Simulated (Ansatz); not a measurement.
# AlN: a line through an energy map, part 1 of 2

How does the energy of AlN (Fm-3m, No. 225; 4 atoms in the cell) vary with equal normal strain along x, y and z, at amplitude of mode 4 (334 cm⁻¹) = −0.022 Å?

Program: Ansatz 0.2.0. Level of theory: DFT LDA, scalar-relativistic, plane waves, PAW. These are calculated values, not measurements.

7 further runs of the same task are left out: 7 set aside as unsound or not needed.

## (1) The starting structure

Symmetry: Fm-3m, No. 225, cubic system. The conventional cell has a = 4.011 Å, b = 4.011 Å, c = 4.011 Å, α = 90.00°, β = 90.00°, γ = 90.00°. Around Al (site symmetry m-3m) lie 6 N at 2.01 Å. Around N (site symmetry m-3m) lie 6 Al at 2.01 Å.

As a file:

```xyz
2
Lattice="0.0000 2.0055 2.0055 2.0055 0.0000 2.0055 2.0055 2.0055 0.0000" Properties=species:S:1:pos:R:3 pbc="T T T"
Al    2.0055    2.0055    2.0055
N     0.0000    0.0000    0.0000
```

It goes back to an entry of the Materials Project, which need not be the stable form.

This cell was relaxed beforehand with the same method: volume 8.07 Å³/atom, gap on the mesh 4.71 eV.

## (2) The scan

The energy is mapped over a normal mode and a strain (zone-centre modes of the cell shown, which folds in the wave vector (0, 1/2, 1/2) of the primitive cell) (x along [1 0 0], y along [0 1 0], z along [0 0 1] of the conventional cell).

- amplitude of mode 4 (334 cm⁻¹), largest displacement in the unstrained cell: 11 values from −0.112 to 0.112 Å
- equal normal strain along x, y and z: 7 values from −2.50 to 2.50 %

Nothing else is relaxed (the pattern is fixed in fractional coordinates). Energies count from the relaxed high-symmetry cell. Points are written as (first, second).

The modes come from a phonon run on the reference cell, made beforehand.

Displacement patterns for an amplitude of 1 (Å):

```csv
atom,x1,y1,z1
Al1,0.000,1.000,0.000
Al2,0.000,-1.000,0.000
N3,0.000,-0.410,0.000
N4,0.000,0.410,0.000
```

## (3) Point (−0.022 Å, −2.50 %)

input.yaml

```yaml
crystal:
  lattice:
    - [0.0, -1.9553821214, -1.9553821214]
    - [0.0, 1.9553821214, -1.9553821214]
    - [3.9107642427, 0.0, 0.0]
  atoms:
    - { symbol: Al, position: [0.5055845862, 0.4944154138, 0.0] }
    - { symbol: Al, position: [-0.0055845862, 0.0055845862, 0.5] }
    - { symbol: "N", position: [0.4977127899, 0.5022872101, 0.5] }
    - { symbol: "N", position: [0.0022872101, 0.9977127899, 0.0] }
basis:
  ecutwfc: 520.0
kpoints:
  mp_grid: { grid: [8, 8, 6] }
hamiltonian:
  xc: lda
scf:
  occupations: { method: gaussian, width: 0.05 }
output:
  forces: true
  stress: true
  eigenvalues: true
```

Command:

```console
$ ansatz run input.yaml --threads 1 --pin off --max-ram 2048MiB --backend cpu --events-out ev --progress --plain --runs-dir out
```

Output (excerpt; [...] marks lines left out):

```text
Warning: RAYON_NUM_THREADS=1 ignored (pool sized by the plan → 1); use --threads N
[...]
Pseudopotentials: kind: paw
Pseudopotential: Al, paw, valence charge 3, recommended cutoff 420 eV (normal), Al.paw.azcp
Pseudopotential: N, paw, valence charge 5, recommended cutoff 420 eV (normal), N.paw.azcp
Functional definition: SPW92
[...]
Crystal: 4 atoms, lattice volume = 29.906 Å³
Basis set: ecut = 520 eV, 799 PW (Γ)
Bands: 12, of which v1, the nominal top of the filled ones, is band 8 counted from 1 (7 counted from 0)
Symmetry: 8 space group operations
Space group: Cmcm (ITA 63), of the structure as read, at distance tolerance 3.1e-5 Å
k-points: 84 of 384
[...]
SCF iter   1: F=—  HF=-1779.175894 eV  |F-HF|=—  |Δ(HF+E_count)|=         —  Δρ=1.18e-2  dr2=3.96e-2  ethr=1.77e-3  ⟨swp⟩=6.0  Hψ=6848  notcnv=0
[...]
SCF iter   6: F=-1779.162356 eV  HF=-1779.162356 eV  |F-HF|=5.93e-11  |Δ(HF+E_count)|=   4.56e-9  Δρ=1.24e-6  dr2=1.34e-10  ethr=5.41e-11  ⟨swp⟩=2.6  Hψ=4494  notcnv=0
[...]
SCF converged after 6 iterations
Free energy (F): -1779.162356 eV
[...]
E sigma→0 (E₀):  -1779.162356 eV
Fermi energy:    14.923350 eV
[...]
--- Forces (eV/Å), atoms counted from 1 ---
  atom   1  Al     0.00000000     0.30238552    -0.00000000
  atom   2  Al    -0.00000000    -0.30238552     0.00000000
  atom   3  N     -0.00000000    -0.01876568     0.00000000
  atom   4  N      0.00000000     0.01876568    -0.00000000
[...]
--- Stress (GPa, compression-positive) ---
       24.458458       0.000000      -0.000000
        0.000000      24.531856      -0.000000
       -0.000000      -0.000000      24.358178
  P = ⅓ Tr σ = 24.4495 GPa (244.495 kbar)
--- Band table (eV; the first three rows and the last of 84) ---
  k-point 0: bands = ["-5.9141", "-1.0201", "4.3345", "9.3505", "9.3506", "12.4240", "12.4258", "12.4269", "17.4233", "17.9052", "19.6915", "24.6828"]
[...]
```

Wall time 4.7 s (1 thread of Arm Neoverse N1, shared host); peak memory 0.35 GiB.

Energy on the map's scale: 176 meV.

## (4) Grid point (−0.022 Å, −1.67 %)

input.yaml: that of step 3 with these lines changed.

```diff
@@ -2,5 +2,5 @@
   lattice:
-    - [0.0, -1.9553821214, -1.9553821214]
-    - [0.0, 1.9553821214, -1.9553821214]
-    - [3.9107642427, 0.0, 0.0]
+    - [0.0, -1.9720279384, -1.9720279384]
+    - [0.0, 1.9720279384, -1.9720279384]
+    - [3.9440558767, 0.0, 0.0]
   atoms:
@@ -22 +22,5 @@
   eigenvalues: true
+  write_density: true
+  write_potential: true
+  elf: true
+  volumetric_format: npy
```

Command:

```console
$ ansatz run input.yaml --threads 1 --pin off --max-ram 2048MiB --backend cpu --events-out ev --progress --plain --runs-dir out
```

Output (excerpt; [...] marks lines left out):

```text
[...]
SCF converged after 6 iterations
Free energy (F): -1779.257935 eV
[...]
E sigma→0 (E₀):  -1779.257935 eV
Fermi energy:    14.559307 eV
[...]
--- Forces (eV/Å), atoms counted from 1 ---
  atom   1  Al     0.00000000     0.28344286     0.00000000
  atom   2  Al     0.00000000    -0.28344286     0.00000000
  atom   3  N      0.00000000    -0.03084867     0.00000000
  atom   4  N      0.00000000     0.03084867     0.00000000
[...]
--- Stress (GPa, compression-positive) ---
       15.500014       0.000000       0.000000
        0.000000      15.564403       0.000000
        0.000000       0.000000      15.402928
  P = ⅓ Tr σ = 15.4891 GPa (154.891 kbar)
--- Band table (eV; the first three rows and the last of 84) ---
  k-point 0: bands = ["-6.0591", "-1.3098", "4.1245", "9.0291", "9.0293", "12.0329", "12.0347", "12.0358", "17.0865", "17.2495", "18.9010", "24.2149"]
[...]
```

Wall time 6.3 s (1 thread of Arm Neoverse N1, shared host); peak memory 0.35 GiB.

The maps below are laid out on this run's own conventional cell (a, b, c = 3.944, 3.944, 3.944 Å).

Density in a lattice plane of the grid's cell (edges 3.94 and 3.94 Å, at 0.002 of the third edge), which holds Al and N.

Ten even steps from ' ' (0.06 e/Å³) to '@' (3.69 e/Å³):
```
@@@@%%++--::..                      ..::--++%%@@
%%##++==::....                      ....::==++##
====--::....                          ....::--==
::::......                              ......::
......              ..........              ....
                ......::::::......              
              ....::--======--::....            
            ....::==++##%%##++==::....          
            ..::--++%%@@@@@@%%++--::..          
            ..::==**%%@@@@@@%%**==::..          
            ..::--++%%@@@@@@%%++--::..          
            ....::==++##%%##++==::....          
              ....::--======--::....            
                ......::::::......              
......              ..........              ....
::::......                              ......::
====--::....                          ....::--==
%%##++==::....                      ....::==++##
@@@@%%++--::..                      ..::--++%%@@
@@@@%%**==::..                      ..::==**%%@@
```
Columns run along the first of these edges and rows up along the second, over one cell in 24 and 20 even steps from the bottom left corner. Atoms in the plane (fractional): Al at (0.50, 0.00), Al at (0.00, 0.50), N at (0.50, 0.50), N at (0.00, 0.00).

ELF in the same plane.

Ten even steps from ' ' (0.00) to '@' (0.84):
```
..--**%%@@@@@@##--              --##@@@@@@%%**--
####%%@@@@%%##++::              ::++##%%@@@@%%##
@@@@@@@@%%##++--::..............::--++##%%@@@@@@
@@@@@@%%**==--::::--++**##**++--::::--==**%%@@@@
@@@@%%**==::::::==**%%@@@@@@%%**==::::::==**%%@@
##**++--::::--==**%%@@@@@@@@@@%%**==--::::--++**
........::--++##%%@@@@@@@@@@@@@@%%##++--::......
        ::++##%%@@@@%%######%%@@@@%%##++::      
        --##@@@@@@%%**--..--**%%@@@@@@##--      
        --##@@@@@@%%++..  ..++%%@@@@@@##--      
        --##@@@@@@%%**--..--**%%@@@@@@##--      
        ::++##%%@@@@%%######%%@@@@%%##++::      
........::--++##%%@@@@@@@@@@@@@@%%##++--::......
##**++--::::--==**%%@@@@@@@@@@%%**==--::::--++**
@@@@%%**==::::::==**%%@@@@@@%%**==::::::==**%%@@
@@@@@@%%**==--::::--++**##**++--::::--==**%%@@@@
@@@@@@@@%%##++--::..............::--++##%%@@@@@@
####%%@@@@%%##++::              ::++##%%@@@@%%##
..--**%%@@@@@@##--              --##@@@@@@%%**--
  ..++%%@@@@@@##--              --##@@@@@@%%++..
```
Columns run along the first of these edges and rows up along the second, over one cell in 24 and 20 even steps from the bottom left corner. Atoms in the plane (fractional): Al at (0.50, 0.00), Al at (0.00, 0.50), N at (0.50, 0.50), N at (0.00, 0.00).

Both are smooth fields of the valence electrons: close to the nuclei they are not physical.

The highest ELF values outside the cores: 0.85 in the shell around N, 0.8 Å from N; 0.84 on the N–Al line, 0.8 Å from N.

Energy on the map's scale: 80 meV.

## (5) Grid point (−0.022 Å, −0.83 %)

input.yaml: that of step 4 with these lines changed.

```diff
@@ -2,5 +2,5 @@
   lattice:
-    - [0.0, -1.9720279384, -1.9720279384]
-    - [0.0, 1.9720279384, -1.9720279384]
-    - [3.9440558767, 0.0, 0.0]
+    - [0.0, -1.9888743075, -1.9888743075]
+    - [0.0, 1.9888743075, -1.9888743075]
+    - [3.9777486148, 0.0, 0.0]
   atoms:
@@ -22,5 +22 @@
   eigenvalues: true
-  write_density: true
-  write_potential: true
-  elf: true
-  volumetric_format: npy
```

Command:

```console
$ ansatz run input.yaml --threads 1 --pin off --max-ram 2048MiB --backend cpu --events-out ev --progress --plain --runs-dir out
```

Output (excerpt; [...] marks lines left out):

```text
[...]
SCF converged after 6 iterations
Free energy (F): -1779.313945 eV
[...]
E sigma→0 (E₀):  -1779.313945 eV
Fermi energy:    14.127203 eV
[...]
--- Forces (eV/Å), atoms counted from 1 ---
  atom   1  Al     0.00000000     0.26519065     0.00000000
  atom   2  Al     0.00000000    -0.26519065     0.00000000
  atom   3  N      0.00000000    -0.04225976     0.00000000
  atom   4  N      0.00000000     0.04225976     0.00000000
[...]
--- Stress (GPa, compression-positive) ---
        7.326445       0.000000       0.000000
        0.000000       7.382289       0.000000
        0.000000       0.000000       7.232300
  P = ⅓ Tr σ = 7.3137 GPa (73.137 kbar)
--- Band table (eV; the first three rows and the last of 84) ---
  k-point 0: bands = ["-6.2005", "-1.5943", "3.9194", "8.7140", "8.7143", "11.6490", "11.6508", "11.6519", "16.6063", "16.7540", "18.1262", "23.7530"]
[...]
```

It took 4.9 s on 1 thread of Arm Neoverse N1, shared host; peak memory 0.35 GiB.

Energy on the map's scale: 24 meV.

(Continued in part 2 of 2.)
